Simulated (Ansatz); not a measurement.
**Re, bcc: how the functional moves the structure**

All rows: Ansatz, plane waves with scalar-relativistic PAW, 420 eV (500 eV for the SCAN forms), relaxed under each functional, no dispersion correction, no zero-point motion. B₀ comes from uniform scaling at fixed shape; a dash is a value not given.

| functional | V (Å³/atom) | cell | B₀ (GPa) | magnetic state | ΔE to hcp (meV/atom) |
| --- | --- | --- | --- | --- | --- |
| PBE | 15.09 | a = 3.113 Å | 354 | spin not included | 306 |
| r²SCAN | 14.83 | a = 3.096 Å | 379 | spin not included | 267 |
| PBEsol | 14.68 | a = 3.085 Å | 381 | spin not included | 320 |
| LDA | 14.46 | a = 3.070 Å | 395 | spin not included | 335 |
| revPBE | 15.21 | a = 3.121 Å | 346 | spin not included | 300 |
| RPBE | 15.25 | a = 3.125 Å | 342 | spin not included | 298 |
| BLYP | 15.70 | a = 3.155 Å | 314 | spin not included | 305 |

LDA gives the smallest volume and BLYP the largest.
